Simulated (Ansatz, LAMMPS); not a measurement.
# Gap against volume in glassy 79SiO2-12Al2O3-4SrO-4ZnO (mol %) (76 atoms)

Density of this cell: 2.70 g/cm³. The cell holds 76 atoms: 19 Si, 6 Al, 1 Sr, 1 Zn and 49 O. Its edges and angles: a = 10.030 Å, b = 9.838 Å, c = 10.208 Å, α = 92.9°, β = 90.0°, γ = 87.8°. The starting structure: 76 atoms (19 Si, 6 Al, 1 Sr, 1 Zn, 49 O) placed at random at 2.51 g/cm³, melted at 4000 K for 10 ps at fixed volume with the Morse and Coulomb pair potential with partial charges (Pedone, Malavasi, Menziani, Cormack and Segre, J. Phys. Chem. B 110, 11780 (2006)). Quenched from 4000 K to 300 K at 10 K/ps and fixed volume, held 10 ps at zero pressure.

Calculated with Ansatz 0.2.0: Kohn-Sham DFT, PBE, PAW (set soft_2), plane waves; cutoff 420 eV, Γ point, fixed occupations. The relaxed cell was scaled evenly and the atoms were relaxed at each volume. The gap is that between the highest filled and the lowest empty Kohn-Sham level on the run's k-points.

| volume (Å³/atom) | gap (eV) |
| --- | --- |
| 11.904 | 4.474 |
| 12.433 | 4.303 |
| 12.830 | ? |
| 13.226 | 3.859 |
| 13.623 | 3.609 |
| 14.020 | 3.397 |

**Question.** Fit a straight line in ln V to the rows given and interpolate to the withheld row.

Worked fit:

A volume deformation potential makes the spacing linear in u = ln(V/V0), with V0 = 13.226 Å³ the relaxed volume; v is the spacing.

```
u = ln(V/V0)  v (eV)
   -0.105360  4.4742
  -0.0618757  4.3032
           0  3.8587
   0.0295588   3.609
   0.0582686  3.3972
```

With n = 5: mean u = -0.0158816, mean v = 3.92846, Σ(u − ū)² = 0.017937, Σ(u − ū)(v − v̄) = -0.12109. Slope b = -0.12109 / 0.017937 = -6.7505; intercept a = v̄ − b ū = 3.8213.

At the withheld volume u = -0.03046, and v = a + b u.

Prediction at 12.830: 4.027 eV. The run gave 4.113 eV, so the fit is low by 0.087 eV (2.1 % of the value).

The slope, -6.75 eV, says that the spacing narrows on expansion. Among the rows given, the largest miss of the fit is at 12.433, by 0.064 eV (6.0 % of the range of the table).

Limits: The table spans 16 % in volume, wide for a linear law. Semilocal functionals tend to put gaps under measured ones. Only the Γ point is sampled. Defect or tail levels can set the spacing of a disordered cell.

[Logs are printed without paths, hosts, clocks, repeated set-up lines and the standing remarks that a program may print on its own settings, such as how far it seeks lower states.]

[Hosts, paths, dates, database ids (printed as entryN), source tags and the programs' standing remarks are cut or masked in the printed files.]
